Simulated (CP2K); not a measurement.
**Cd under changes of volume**

One of the cells (21.585 Å³/atom); the others are scaled copies at fixed shape and fractional positions:

```
CELL_PARAMETERS angstrom
2.97887 0.00000 0.00000
-1.48944 2.57978 0.00000
0.00000 0.00000 5.61765
ATOMIC_POSITIONS crystal
Cd 0.66667 0.33333 0.75000
Cd 0.33333 0.66667 0.25000
```

```yaml
Program: CP2K 2026.2
Functional: PBEsol
Potentials_or_basis: POTENTIAL_UZH Cd GTH-PBE-q12; TZVP-MOLOPT-PBE-GTH basis
Density_cutoff: 6123 eV
k_mesh: 10 × 10 × 5
Occupations: fermi-dirac, width 0.05 eV
Spin: no spin polarisation
```

```csv
volume (Å³/atom),energy over the lowest point (meV/atom),pressure (GPa),largest force (eV/Å)
20.290,8.97,3.2,0.000
20.722,2.44,1.6,0.000
21.154,0.00,0.2,0.000
21.585,1.13,-1.0,0.000
22.017,?,?,?
22.449,12.43,-3.1,0.004
22.880,21.77,-3.9,0.004
```

**Question.** What does the run at 22.017 Å³/atom give?

**Answer.** Energy over the lowest point 5.46 meV/atom; pressure -2.1 GPa; largest force 0.003 eV/Å.

Worked out: A Birch-Murnaghan fit of order 3 (a polynomial in V^(-2/3)) to the other rows has its minimum at 21.22 Å³/atom with B0 = V·E''(V) = 64 GPa and B' = 5.7 at fixed shape and positions, which overstates the stiffness. It gives 5.42 meV/atom at 22.017 Å³/atom, against the run's 5.46, and -dE/dV = -2.1 GPa, against -2.1.

Energies are extrapolated to zero smearing.

Caveats: the potentials were made for another functional, which shifts forces and pressure; the basis of atomic orbitals isn't converged, which shifts pressures, moduli and gaps.
